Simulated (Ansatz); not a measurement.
This Ansatz input for NaCl was spoiled on purpose:

```yaml
crystal:
  lattice:
    - [0.0, 2.8479480661, 2.8479480661]
    - [2.8479480661, 0.0, 2.8479480661]
    - [2.8479480661, 2.8479480661, 0.0]
  atoms:
    - { symbol: Na, position: [0.0, 0.0, 0.0] }
    - { symbol: Cl, position: [0.5, 0.5, 0.5] }
basis:
  ecutwfc: 420
  ecutrho_ratio: 4
kpoints:
  mp_grid: { grid: [10, 10, 10], kspacing: 0.3 }
hamiltonian:
  xc: pbe
scf:
  occupations: { method: gaussian, width: 0.05 }
  max_iter: 100
output:
  forces: true
  stress: true
```

Launched as:
```sh
ansatz run input.yaml --threads 2 --pin off --max-ram 2662MiB --backend cpu --events-out ev --progress --plain --runs-dir out
```

Task: What is wrong with it?

Result: Both a mesh and a spacing. Against the sound input: kpoints.mp_grid.kspacing: 0.3 (the cap on iterations is only a precaution).

What the program printed:

```
Error: invalid value for `kpoints.mp_grid.kspacing`: mutually exclusive with `grid` — set one or the other
```

The input was refused before any iteration. Run time: 0.04 s on 2 threads of Arm Neoverse V2, with other jobs on the host, peak memory 0.068 GiB. The run before the change (PBE, 420 eV, 10×10×10 mesh) gave:

| run | P (GPa) | gap on the mesh (eV) | cell moment (μB) | largest force component (eV/Å) |
| --- | --- | --- | --- | --- |
| sound | 0.0 | 5.00 | – | 0.000 |

The chain of runs began from a measured cell (COD), expanded in volume. Of that entry: the cell was measured well above room temperature.

Of that run: Semilocal functionals underestimate band gaps, commonly by a third or more.
